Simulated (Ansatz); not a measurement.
Computed with Ansatz on PBE0-D4/def2-TZVP structures; ΔE is electronic, products minus reactants. CCSD(T)/CBS is the MP2 limit (def2-TZVPP, def2-QZVPP) plus CCSD(T) − MP2 in def2-TZVPP, frozen cores. DFT in def2-TZVPP. For Mg outer-core shells are correlated without core-valence functions, which leaves a few kJ/mol of doubt a bond. Each species was taken in one conformer, which may not be the lowest.

Reaction (formal exchange of groups at a C–Mg bond): `C[CH](C)[Mg][CH](C)C` + `CCC(C)C` → `CCC(C)(C)C(C)C` + `C[CH](C)[MgH]`

```tsv
level	ΔE (kcal/mol)
ωB97M-V	-2.6
HF/def2-TZVPP	2.9
CCSD(T)/def2-TZVPP	-2.4
HF/CBS(def2)	3.0
```

(1) What does CCSD(T)/CBS give? (An estimate is asked.)

Largest T1 diagnostic among the species: 0.009.

Answers

(1) Ansatz gave: -0.6 kcal/mol. The listed levels differ from it by -2.0, 3.5, -1.8, 3.6 kcal/mol.

In def2-TZVPP, CCSD(T) changes the Hartree–Fock value by −5.3 kcal/mol (the triples alone add −0.8 kcal/mol) and MP2 by −5.7 kcal/mol. The D4 term adds −6.2 kcal/mol with B3LYP and −3.6 kcal/mol with PBE0; it sums over pairs of atoms, weighted by their polarisabilities, and B3LYP, whose exchange is more repulsive, gets the larger term.

B3LYP here is the variant with VWN-RPA as its local correlation; programs differ in this.

CCSD(T)/CBS has its own doubt, a few kJ/mol and more with outer-core shells, so smaller differences from it don't rank the levels.
